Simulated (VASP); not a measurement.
GaN in VASP 6.6.1, single-point calculation

INCAR

```
ISIF = 2
LWAVE = .FALSE.
LASPH = .TRUE.
EDIFF = 1E-7
NBANDS = 16
ISMEAR = -1
LCHARG = .FALSE.
LREAL = .FALSE.
IBRION = -1
GGA = PE
ENCUT = 520
SIGMA = 0.02
PREC = Accurate
NELM = 52
NSW = 0
```

KPOINTS

```
KPOINTS created by Atomic Simulation Environment
0
Gamma
5 5 5
0 0 0
```

POSCAR

```
Ga N
 1.0000000000000000
     0.0000000000000000    4.2499000000000002    4.0799099999999999
     4.2499000000000002    0.0000000000000000    4.0799099999999999
     4.2499000000000002    4.2499000000000002    0.0000000000000000
 Ga  N
   1   1
Cartesian
  0.0000000000000000  0.0000000000000000  0.0000000000000000
  2.1249499999999997  2.1249499999999997  2.0399550000000000
```

The recommended PBE PAW datasets give the neutral cell 18 valence electrons.

Command

```
mpirun -np 1 vasp_std
```

OSZICAR

```
N       E                     dE             d eps       ncg     rms          rms(c)
DAV:   1     0.880183190331E+02    0.88018E+02   -0.77653E+03   576   0.988E+02
DAV:   2     0.765691252274E+01   -0.80361E+02   -0.75179E+02   696   0.232E+02
DAV:   3    -0.468494313963E+01   -0.12342E+02   -0.12034E+02   616   0.741E+01
DAV:   4    -0.510348717580E+01   -0.41854E+00   -0.41096E+00   792   0.151E+01
DAV:   5    -0.511364996597E+01   -0.10163E-01   -0.10136E-01   800   0.203E+00    0.495E+00
DAV:   6    -0.377239081045E+01    0.13413E+01   -0.62204E+00   576   0.106E+01    0.312E+00
DAV:   7    -0.368330847281E+01    0.89082E-01   -0.89864E-01   584   0.383E+00    0.867E-01
DAV:   8    -0.368119938994E+01    0.21091E-02   -0.48289E-01   624   0.241E+00    0.123E+00
DAV:   9    -0.364558706955E+01    0.35612E-01   -0.26149E-01   648   0.110E+00    0.321E-01
DAV:  10    -0.364715864217E+01   -0.15716E-02   -0.18776E-02   592   0.450E-01    0.588E-02
DAV:  11    -0.364752231447E+01   -0.36367E-03   -0.78112E-04   696   0.118E-01    0.567E-02
DAV:  12    -0.364787931194E+01   -0.35700E-03   -0.29987E-03   576   0.131E-01    0.101E-01
DAV:  13    -0.364755618751E+01    0.32312E-03   -0.12455E-03   648   0.909E-02    0.118E-02
DAV:  14    -0.364756265564E+01   -0.64681E-05   -0.54752E-05   744   0.339E-02    0.708E-03
DAV:  15    -0.364756303076E+01   -0.37512E-06   -0.12659E-05   712   0.121E-02    0.342E-03
DAV:  16    -0.364756272631E+01    0.30445E-06   -0.25048E-06   696   0.510E-03    0.770E-04
DAV:  17    -0.364756274836E+01   -0.22054E-07   -0.75456E-08   576   0.144E-03
   1 F= -.36475627E+01 E0= -.36409988E+01  d E =-.131279E-01
```

It converged. Results: gap between bands v and c on the k mesh -0.05 eV (bands overlap: a metal); least direct gap on the k mesh 0.01 eV; pressure -2.9 GPa. Band v is the last that the valence electrons fill when counted band by band, and c is the next.

**Question.** Find the fault in these files.

**Answer.** Cell typed in bohr. On sound settings PBE gives a gap of 1.90 eV on its mesh and a pressure of 14.9 GPa for the intended cell.
